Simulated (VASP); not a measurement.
# AgI (Iodargyrite) (P6_3mc) in VASP: further runs, part 2 of 2

VASP 6.6.1.

### 8 Equation of state, PBE

This step only gathers the single runs of the series.

What came out:

| Quantity | Value |
| --- | --- |
| Equilibrium volume | 36.38 Å³/atom (rough: see the caveat) |
| Bulk modulus at fixed shape and positions | 26 GPa (rough) |

Energy against volume, from the lowest point:
```csv
volume (Å³/atom),energy (meV/atom)
32.243,48.97
32.929,32.58
33.616,20.01
34.302,10.83
34.988,4.65
35.674,1.14
36.360,0.00
```

Caveat: the minimum lies outside the volumes run; the cell was scaled at fixed shape and fractional positions, which overstates the stiffness of a crystal with free parameters, most of all of layers and chains. Spin-orbit coupling is left out, which matters for the levels of I.

### 9 Equation of state, PBEsol, 32.24 Å³/atom (volume scaled by 0.94)

Input file INCAR:

```
PREC = Accurate ; ENCUT = 520
EDIFF = 1E-7 ; ISMEAR = -1
SIGMA = 0.05 ; LREAL = F
LASPH = T ; NELM = 100
ALGO = Normal ; ISIF = 2
LWAVE = F ; LCHARG = F
GGA = PS ; NBANDS = 26
```

Input file KPOINTS:

```
regular mesh
0
Gamma
  7 7 4
```

Input file POSCAR:

```
AgI
1.0
    4.4963002390      0.0000000000      0.0000000000
   -2.2481501195      3.8939102300      0.0000000000
    0.0000000000      0.0000000000      7.3664875375
I Ag
2 2
Direct
    0.3333333333      0.6666666667      0.5000000000
    0.6666666667      0.3333333333      0.0000000000
    0.3333333333      0.6666666667      0.1300000000
    0.6666666667      0.3333333333      0.6300000000
```

Potentials or basis: VASP PAW PBE potentials, release 64 (I, Ag).

On the command line:

```console
$ cat potpaw_PBE.64/I/POTCAR potpaw_PBE.64/Ag/POTCAR > POTCAR
$ mpirun -np 1 vasp_std > vasp.out
```

Wall time 79 s (1 thread of Intel Xeon Platinum 8259CL at 2.50GHz (Skylake/Cascade Lake), shared host); peak memory 0.28 GiB.

It converged, with:

| Property | Result |
| --- | --- |
| Free energy | -10.8836 eV |
| Pressure | 1.5 GPa |
| Largest force | 0.101 eV/Å |
| Band gap on the k mesh | 1.24 eV, direct |

Caveat: the PAW data sets were made with another functional, which shifts forces and pressure a little; spin-orbit coupling is left out, which moves the levels of the heavy elements.

### 10 Equation of state, PBEsol, 32.93 Å³/atom (volume scaled by 0.96)

INCAR is that of step 9.

KPOINTS is that of step 9.

Input file POSCAR:

```
AgI
1.0
    4.5279653685      0.0000000000      0.0000000000
   -2.2639826842      3.9213330366      0.0000000000
    0.0000000000      0.0000000000      7.4183659196
I Ag
2 2
Direct
    0.3333333333      0.6666666667      0.5000000000
    0.6666666667      0.3333333333      0.0000000000
    0.3333333333      0.6666666667      0.1300000000
    0.6666666667      0.3333333333      0.6300000000
```

On the command line:

```console
$ cat potpaw_PBE.64/I/POTCAR potpaw_PBE.64/Ag/POTCAR > POTCAR
$ mpirun -np 1 vasp_std > vasp.out
```

Run time: 76 s. Hardware: 1 thread of Intel Xeon Platinum 8259CL at 2.50GHz (Skylake/Cascade Lake), shared host; peak memory 0.28 GiB.

It converged, with:

| Quantity | Value |
| --- | --- |
| Free energy | -10.9018 eV |
| Pressure | 0.6 GPa |
| Largest force | 0.093 eV/Å |
| Band gap on the k mesh | 1.24 eV, direct |

Caveat: the PAW data sets were made with another functional, which shifts forces and pressure a little; spin-orbit coupling is left out, which moves the levels of the heavy elements.

### 11 Equation of state, PBEsol, 33.62 Å³/atom (volume scaled by 0.98)

INCAR is that of step 10.

KPOINTS is that of step 10.

Input file POSCAR:

```
AgI
1.0
    4.5591937027      0.0000000000      0.0000000000
   -2.2795968513      3.9483775673      0.0000000000
    0.0000000000      0.0000000000      7.4695286806
I Ag
2 2
Direct
    0.3333333333      0.6666666667      0.5000000000
    0.6666666667      0.3333333333      0.0000000000
    0.3333333333      0.6666666667      0.1300000000
    0.6666666667      0.3333333333      0.6300000000
```

On the command line:

```console
$ cat potpaw_PBE.64/I/POTCAR potpaw_PBE.64/Ag/POTCAR > POTCAR
$ mpirun -np 1 vasp_std > vasp.out
```

Run time: 75 s. Hardware: 1 thread of Intel Xeon Platinum 8259CL at 2.50GHz (Skylake/Cascade Lake), shared host; peak memory 0.29 GiB.

The run converged. Its results:

```
Free energy            : -10.9065 eV
Pressure               : -0.1 GPa
Largest force          : 0.086 eV/Å
Band gap on the k mesh : 1.24 eV, direct
```

Caveat: the PAW data sets were made with another functional, which shifts forces and pressure a little; spin-orbit coupling is left out, which moves the levels of the heavy elements.

### 12 Equation of state, PBEsol, 34.99 Å³/atom (volume scaled by 1.02)

INCAR is that of step 11.

KPOINTS is that of step 11.

Input file POSCAR:

```
AgI
1.0
    4.6203982369      0.0000000000      0.0000000000
   -2.3101991184      4.0013822488      0.0000000000
    0.0000000000      0.0000000000      7.5698027759
I Ag
2 2
Direct
    0.3333333333      0.6666666667      0.5000000000
    0.6666666667      0.3333333333      0.0000000000
    0.3333333333      0.6666666667      0.1300000000
    0.6666666667      0.3333333333      0.6300000000
```

Potentials or basis: VASP PAW PBE potentials, release 64 (I, Ag).

On the command line:

```console
$ cat potpaw_PBE.64/I/POTCAR potpaw_PBE.64/Ag/POTCAR > POTCAR
$ mpirun -np 1 vasp_std > vasp.out
```

It took 71 s on 1 thread of Intel Xeon Platinum 8259CL at 2.50GHz (Skylake/Cascade Lake), shared host; peak memory 0.29 GiB.

It converged, with:

```yaml
Free_energy: -10.8821 eV
Pressure: -1.3 GPa
Largest_force: 0.072 eV/Å
Band_gap_on_the_k_mesh: 1.24 eV, direct
```

Caveat: the PAW data sets were made with another functional, which shifts forces and pressure a little; spin-orbit coupling is left out, which moves the levels of the heavy elements.

### 13 Equation of state, PBEsol, 35.67 Å³/atom (volume scaled by 1.04)

INCAR is that of step 12.

KPOINTS is that of step 12.

Input file POSCAR:

```
AgI
1.0
    4.6504016635      0.0000000000      0.0000000000
   -2.3252008318      4.0273659785      0.0000000000
    0.0000000000      0.0000000000      7.6189587167
I Ag
2 2
Direct
    0.3333333333      0.6666666667      0.5000000000
    0.6666666667      0.3333333333      0.0000000000
    0.3333333333      0.6666666667      0.1300000000
    0.6666666667      0.3333333333      0.6300000000
```

On the command line:

```console
$ cat potpaw_PBE.64/I/POTCAR potpaw_PBE.64/Ag/POTCAR > POTCAR
$ mpirun -np 1 vasp_std > vasp.out
```

It took 87 s on 1 thread of Intel Xeon Platinum 8259CL at 2.50GHz (Skylake/Cascade Lake), shared host; peak memory 0.3 GiB.

It converged, with:

| Property | Result |
| --- | --- |
| Free energy | -10.8556 eV |
| Pressure | -1.8 GPa |
| Largest force | 0.066 eV/Å |
| Band gap on the k mesh | 1.24 eV, direct |

Caveat: the PAW data sets were made with another functional, which shifts forces and pressure a little; spin-orbit coupling is left out, which moves the levels of the heavy elements.

### 14 Equation of state, PBEsol, 36.36 Å³/atom (volume scaled by 1.06)

INCAR is that of step 13.

KPOINTS is that of step 13.

Input file POSCAR:

```
AgI
1.0
    4.6800228549      0.0000000000      0.0000000000
   -2.3400114275      4.0530186827      0.0000000000
    0.0000000000      0.0000000000      7.6674884246
I Ag
2 2
Direct
    0.3333333333      0.6666666667      0.5000000000
    0.6666666667      0.3333333333      0.0000000000
    0.3333333333      0.6666666667      0.1300000000
    0.6666666667      0.3333333333      0.6300000000
```

On the command line:

```console
$ cat potpaw_PBE.64/I/POTCAR potpaw_PBE.64/Ag/POTCAR > POTCAR
$ mpirun -np 1 vasp_std > vasp.out
```

Wall time 90 s (1 thread of Intel Xeon Platinum 8259CL at 2.50GHz (Skylake/Cascade Lake), shared host); peak memory 0.29 GiB.

Results (log left out):

| Property | Result |
| --- | --- |
| Free energy | -10.8213 eV |
| Pressure | -2.2 GPa |
| Largest force | 0.061 eV/Å |
| Band gap on the k mesh | 1.24 eV, direct |

Caveat: the PAW data sets were made with another functional, which shifts forces and pressure a little; spin-orbit coupling is left out, which moves the levels of the heavy elements.

### 15 Equation of state, PBEsol

Potentials or basis: VASP PAW PBE potentials, release 64 (I, Ag).

No new run: the results of the series are fitted here.

Results:

```yaml
Equilibrium_volume: 33.53 Å³/atom
Bulk_modulus_at_fixed_shape_and_positions: 34 GPa
Pressure_derivative_of_the_bulk_modulus: 5.4
```

Energy against volume, from the lowest point:
| volume (Å³/atom) | energy (meV/atom) |
| --- | --- |
| 32.243 | 5.71 |
| 32.929 | 1.18 |
| 33.616 | 0.00 |
| 34.302 | 1.76 |
| 34.988 | 6.11 |
| 35.674 | 12.71 |
| 36.360 | 21.30 |

Caveat: the cell was scaled at fixed shape and fractional positions, which overstates the stiffness of a crystal with free parameters, most of all of layers and chains; the PAW data sets were made with another functional, which shifts forces and pressure a little. The run has no spin-orbit coupling, so splittings on I are missing.
